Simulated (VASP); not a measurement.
# HfN (Fm-3m) in VASP: relaxation of cell and atoms with PBE

Aim: the relaxation of cell and atoms of HfN with PBE.

All numbers are computed with VASP 6.6.1; they aren't measurements. Logs are shortened: lines on timing, memory, paths and dates and some standing lists are left out, and cuts for length are marked.

## Step 1: The crystal as given

The structure is cubic, space group Fm-3m (No. 225). Conventional cell: a = 4.512 Å, b = 4.512 Å, c = 4.512 Å, α = 90.00°, β = 90.00°, γ = 90.00°. Hf (site symmetry m-3m) is surrounded by 6 N at 2.26 Å. N (site symmetry m-3m) has 6 Hf at 2.26 Å as nearest neighbours.

## Step 2: Relaxation of cell and atoms, PBE

INCAR

```
  ALGO = Fast
  EDIFF = 1E-6
  EDIFFG = -0.02
  ENCUT = 600
  GGA = PE
  IBRION = 2
  ISIF = 3
  ISMEAR = 1
  LASPH = True
  LCHARG = False
  LREAL = False
  LWAVE = False
  NELM = 100
  NSW = 60
  PREC = Accurate
  PSTRESS = 0
  SIGMA = 0.1
```

KPOINTS

```
k-points
0
Gamma
  15 15 15
```

POSCAR

```
HfN
1.0
    0.0000000000      2.2560000000      2.2560000000
    2.2560000000      0.0000000000      2.2560000000
    2.2560000000      2.2560000000      0.0000000000
Hf N
1 1
Direct
    0.0000000000      0.0000000000      0.0000000000
    0.5000000000      0.5000000000      0.5000000000
```

Potentials or basis: VASP PAW PBE potentials, release 64 (Hf_pv, N).

Started as:

```bash
> cat potpaw_PBE.64/Hf_pv/POTCAR potpaw_PBE.64/N/POTCAR > POTCAR
> mpirun -np 1 vasp_std > vasp.out
```

OUTCAR:

```text
EDIFF = 1E-6
   EDIFFG = -0.02
   ENCUT = 600
   GGA = PE
   IBRION = 2
   ISIF = 3
   ISMEAR = 1
   LASPH = True
   LREAL = False
   NELM = 100
   NSW = 60
   PREC = Accurate
   PSTRESS = 0

 ion  position               nearest neighbor table
   1  0.000  0.000  0.000-   2 2.26   2 2.26   2 2.26   2 2.26   2 2.26   2 2.26
   2  0.500  0.500  0.500-   1 2.26   1 2.26   1 2.26   1 2.26   1 2.26   1 2.26

  LATTYP: Found a face centered cubic cell.
 ALAT       =     4.5120000000

  Lattice vectors:

 A1 = (   0.0000000000,   2.2560000000,   2.2560000000)
 A2 = (   2.2560000000,   0.0000000000,   2.2560000000)
 A3 = (   2.2560000000,   2.2560000000,   0.0000000000)

Analysis of symmetry for initial positions (statically):
=====================================================================
 Subroutine PRICEL returns:
 Original cell was already a primitive cell.

 Routine SETGRP: Setting up the symmetry group for a
 face centered cubic supercell.

 Subroutine GETGRP returns: Found 48 space group operations
 (whereof 48 operations were pure point group operations)
 out of a pool of 48 trial point group operations.

The static configuration has the point symmetry O_h .

Analysis of symmetry for dynamics (positions and initial velocities):
=====================================================================
 Subroutine PRICEL returns:
 Original cell was already a primitive cell.

 Routine SETGRP: Setting up the symmetry group for a
 face centered cubic supercell.

 Subroutine GETGRP returns: Found 48 space group operations
 (whereof 48 operations were pure point group operations)
 out of a pool of 48 trial point group operations.

The dynamic configuration has the point symmetry O_h .

 Subroutine INISYM returns: Found 48 space group operations
 (whereof 48 operations are pure point group operations),
 and found     1 'primitive' translations

----------------------------------------------------------------------------------------

                                     Primitive cell

  volume of cell :      22.9640

  direct lattice vectors                    reciprocal lattice vectors
     0.000000000  2.256000000  2.256000000    -0.221631206  0.221631206  0.221631206
     2.256000000  0.000000000  2.256000000     0.221631206 -0.221631206  0.221631206
     2.256000000  2.256000000  0.000000000     0.221631206  0.221631206 -0.221631206

  length of vectors
     3.190465797  3.190465797  3.190465797     0.383876509  0.383876509  0.383876509

  position of ions in fractional coordinates (direct lattice)
     0.000000000  0.000000000  0.000000000
     0.500000000  0.500000000  0.500000000

  ion indices of the primitive-cell ions
   primitive index   ion index
                 1           1
                 2           2

----------------------------------------------------------------------------------------

 KPOINTS: k-points

Automatic generation of k-mesh.
 Grid dimensions read from file:
 generate k-points for:   15   15   15

 Generating k-lattice:

  Cartesian coordinates                     Fractional coordinates (reciprocal lattice)
    -0.014775414  0.014775414  0.014775414     0.066666667  0.000000000  0.000000000
     0.014775414 -0.014775414  0.014775414     0.000000000  0.066666667  0.000000000
     0.014775414  0.014775414 -0.014775414     0.000000000  0.000000000  0.066666667

  Length of vectors
     0.025591767  0.025591767  0.025591767

  Shift w.r.t. Gamma in fractional coordinates (k-lattice)
     0.000000000  0.000000000  0.000000000

 Subroutine IBZKPT returns following result:
 ===========================================

 Found    120 irreducible k-points:

 Following reciprocal coordinates:
            Coordinates               Weight
  0.000000  0.000000  0.000000      1.000000
  0.066667  0.000000  0.000000      8.000000
  0.133333  0.000000  0.000000      8.000000
  0.200000  0.000000  0.000000      8.000000
  0.266667  0.000000  0.000000      8.000000
  0.333333  0.000000  0.000000      8.000000
[... 16 lines left out ...]
  0.133333  0.133333  0.000000      6.000000
  0.200000  0.133333  0.000000     24.000000
 [... further k-points ...]
   k-points           NKPTS =    120   k-points in BZ     NKDIM =    120   number of bands    NBANDS=     11
   number of dos      NEDOS =    301   number of ions     NIONS =      2
   total plane-waves  NPLWV =  21952
   dimension x,y,z NGX =    28 NGY =   28 NGZ =   28
   dimension x,y,z NGXF=    56 NGYF=   56 NGZF=   56
   ions per type =               1   1
   NGX,Y,Z   is equivalent  to a cutoff of  14.59, 14.59, 14.59 a.u.
   NGXF,Y,Z  is equivalent  to a cutoff of  29.18, 29.18, 29.18 a.u.
 SYSTEM =  unknown system
   PREC   = accura    normal or accurate (medium, high low for compatibility)
   ISTART =      0    job   : 0-new  1-cont  2-samecut
   ICHARG =      2    charge: 1-file 2-atom 10-const
   ISPIN  =      1    spin polarized calculation?
   LNONCOLLINEAR =      F non collinear calculations
   LSORBIT =      F    spin-orbit coupling
   LASPH  =      T    aspherical Exc in radial PAW
   ENCUT  =  600.0 eV  44.10 Ry    6.64 a.u.   6.37  6.37  6.37*2*pi/ulx,y,z
   NELM   =    100;   NELMIN=  2; NELMDL= -5     # of ELM steps
   EDIFF  = 0.1E-05   stopping-criterion for ELM
   LREAL  =      F    real-space projection
   EDIFFG = -.2E-01   stopping-criterion for IOM
   NSW    =     60    number of steps for IOM
   IBRION =      2    ionic relax: 0-MD 1-quasi-New 2-CG
   NFREE  =      1    steps in history (QN), initial steepest desc. (CG)
   ISIF   =      3    stress and relaxation
   ISYM   =      2    0-nonsym 1-usesym 2-fastsym
   POTIM  = 0.5000    time-step for ionic-motion
   TEBEG  =    0.0;   TEEND  =   0.0 temperature during run
   PSTRESS=    0.0 pullay stress
   NELECT =      15.0000    total number of electrons
   NUPDOWN=      -1.0000    fix difference up-down
   EMIN   =  10.00;   EMAX   =-10.00  energy-range for DOS
   EFERMI =   0.00;   METHOD = LEGACY
   ISMEAR =     1;   SIGMA  =   0.10  broadening in eV -4-tet -1-fermi 0-gaus
   EFERMI_NEDOS =   21; number of points for ismear=-14 and -15
   IALGO  =     68    algorithm
   IMIX   =      4    mixing-type and parameters
     AMIX     =   0.40;   BMIX     =  1.00
     AMIX_MAG =   1.60;   BMIX_MAG =  1.00
  volume/ion in A,a.u.               =      11.48        77.48
  Fermi-wavevector in a.u.,A,eV,Ry     =   1.420440  2.684242 27.451783  2.017649
  Thomas-Fermi vector in A             =   2.541355
   LORBIT       =      0    0 simple, 1 ext, 2 COOP (PROOUT), +10 PAW based schemes
   GGA     = PE    functional components
   LHFCALC =     F    Hartree Fock is set to
   AEXX    =    0.0000 exact exchange contribution
   IVDW    =     0    specifies the selected vdW correction
   LEPSILON=     F    determine dielectric tensor
   LRPA    =     F    only Hartree local field effects (RPA)
 conjugate gradient relaxation of ions
 non-spin polarized calculation
 RMM-DIIS sequential band-by-band and
 Methfessel and Paxton  Order N= 1 SIGMA  =   0.10
  energy-cutoff  :      600.00
  volume of cell :       22.96
 maximum number of plane-waves:       785
 NGX is ok and might be reduce to    28
   NGX = 13   NGY = 13   NGZ = 13

--------------------------------------- Ionic step        1  -------------------------------------------

 number of electron      15.0000002 magnetization

 Free energy of the ion-electron system (eV)
  ---------------------------------------------------
  ext. energy  EPLUGINS =         0.00000000
  ---------------------------------------------------
  free energy    TOTEN  =       -21.75491382 eV

  energy without entropy =      -21.75507743  energy(sigma->0) =      -21.75496835

------------------------ aborting loop because EDIFF is reached ----------------------------------------

  FORCE on cell =-STRESS in cart. coord.  units (eV):
  Direction    XX          YY          ZZ          XY          YZ          ZX
  --------------------------------------------------------------------------------------
  -------------------------------------------------------------------------------------
  Total        0.5796883      0.5796883      0.5796883      0.0000000     -0.0000000     -0.0000000
  in kB       40.4443456     40.4443456     40.4443456      0.0000000     -0.0000000     -0.0000000
  external PRESSURE =      40.4443456 kB  Pullay stress =       0.0000000 kB
[... 57 lines left out ...]
  energy  without entropy=      -21.7450401219  energy(sigma->0) =      -21.74491911

--------------------------------------- Ionic step        3  -------------------------------------------

 number of electron      15.0000001 magnetization

 Free energy of the ion-electron system (eV)
  ---------------------------------------------------
  ext. energy  EPLUGINS =         0.00000000
  ---------------------------------------------------
  free energy    TOTEN  =       -21.75907490 eV

  energy without entropy =      -21.75924218  energy(sigma->0) =      -21.75913066

 E-fermi :   8.3145     XC(G=0): -12.6771

 val. band max:        8.2815586381   @ k =   0.2667   0.0667   0.0000
 cond. band min:       8.3300894603   @ k =  -0.1333   0.0667   0.0000
 fundamental gap:      0.0485308222
 Fermi energy:         8.3144872350

 k-point     1 :       0.0000    0.0000    0.0000
  band No.  band energies     occupation
      1     -22.9026      2.00000
      2     -22.9026      2.00000
      3     -22.9026      2.00000
      4      -9.1592      2.00000
      5       5.2728      2.00000
      6       5.2728      2.00000
      7       5.2728      2.00000
      8       7.9505      2.00000
      9       7.9505      2.00000
     10       7.9505      2.00000
     11       9.9856     -0.00000
[... 309 lines left out ...]
 k-point    24 :       0.2000    0.1333    0.0000
  band No.  band energies     occupation
      1     -23.1682      2.00000
      2     -22.9762      2.00000
      3     -22.9670      2.00000
      4      -8.4111      2.00000
      5       2.4113      2.00000
      6       4.3494      2.00000
      7       4.4734      2.00000
      8       7.0273      2.00000
      9       9.8349     -0.00000
     10       9.8867     -0.00000
     11      10.9642      0.00000

 [... further k-points ...]
[... 5 lines left out ...]
  --------------------------------------------------------------------------------------
  -------------------------------------------------------------------------------------
  Total       -0.0037914     -0.0037914     -0.0037914      0.0000000      0.0000000      0.0000000
  in kB       -0.2606937     -0.2606937     -0.2606937      0.0000000      0.0000000      0.0000000
  external PRESSURE =      -0.2606937 kB  Pullay stress =       0.0000000 kB
[... 17 lines left out ...]
  FREE ENERGIE OF THE ION-ELECTRON SYSTEM (eV)
  ---------------------------------------------------
  free  energy   TOTEN  =       -21.7590749025 eV

  energy  without entropy=      -21.7592421776  energy(sigma->0) =      -21.75913066

 reached required accuracy - stopping structural energy minimisation
```

Wall time 74 s (1 thread of Intel Xeon Platinum 8375C at 2.90GHz (Ice Lake), shared host); peak memory 0.19 GiB.

Results:

```yaml
Free_energy: -21.7591 eV
Relaxed_volume: 11.65 Å³/atom
Relaxed_cell: a = 3.206 Å, b = 3.206 Å, c = 3.206 Å, α = 60.00°, β = 60.00°, γ = 60.00°
Space_group_after_relaxing_to_0.05_Å: Fm-3m (No. 225)
Energy_gained_by_relaxing: 2.1 meV/atom
Ionic_steps: 3
Pressure_after_relaxing: 0.0 GPa
Band_gap_on_the_k_mesh: none (metal or under the smearing width)
```

The path:
```csv
step,energy change (eV),largest force (eV/Å),pressure (GPa),volume (Å³)
1,0.0000,0.0000,4.04,22.96
2,0.0101,0.0000,-6.91,23.94
3,-0.0042,0.0000,-0.03,23.30
```

Final structure:
```cif
data_structure
_symmetry_space_group_name_H-M 'P 1'
_symmetry_Int_Tables_number 1
_cell_length_a 3.2060
_cell_length_b 3.2060
_cell_length_c 3.2060
_cell_angle_alpha 60.000
_cell_angle_beta 60.000
_cell_angle_gamma 60.000
_cell_volume 23.30
loop_
_atom_site_label
_atom_site_type_symbol
_atom_site_fract_x
_atom_site_fract_y
_atom_site_fract_z
_atom_site_occupancy
Hf1 Hf 0.00000 0.00000 0.00000 1
N1 N 0.50000 0.50000 0.50000 1
```

Levels at points of the mesh, in eV from the Fermi level:
| k point | band 4 | band 5 | band 6 | band 7 | band 8 | band 9 | band 10 | band 11 |
| --- | --- | --- | --- | --- | --- | --- | --- | --- |
| (0.00, 0.00, 0.00) | -17.47 | -3.04 | -3.04 | -3.04 | -0.36 | -0.36 | -0.36 | 1.67 |

The run has no spin-orbit coupling, so splittings on Hf are missing. PBE usually gives volumes a little too large and moduli too small.
